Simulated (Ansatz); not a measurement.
Gas-phase electronic energies from Ansatz, PBE0-D4/def2-TZVP geometries. CCSD(T)/CBS is the MP2 limit (def2-TZVPP, def2-QZVPP) plus CCSD(T) − MP2 in def2-TZVPP, frozen cores. This one scheme is used for every species. Functionals use def2-TZVPP. Each species was taken in one conformer, which may not be the lowest.

Reaction (ligand exchange at a B–C bond): `B[CH2][AlH][OH]` + `OCCO` → `BOCCO` + `[CH3][AlH][OH]`

```csv
species,ωB97M-V energy (Eh)
`B[CH2][AlH][OH]`,-384.24669
`OCCO`,-230.26313
`BOCCO`,-255.73433
`[CH3][AlH][OH]`,-358.81347
```

Problem. Work out ΔE.

Solution. ΔE = (-255.73433) + (-358.81347) − (-384.24669) − (-230.26313) = -0.03798 Eh = -99.7 kJ/mol. CCSD(T)/CBS gives -100.2 kJ/mol.

Largest T1 diagnostic among the species: 0.013.

In def2-TZVPP, CCSD(T) changes the Hartree–Fock value by +14.2 kJ/mol (the triples alone add +1.5 kJ/mol) and MP2 by +15.3 kJ/mol.
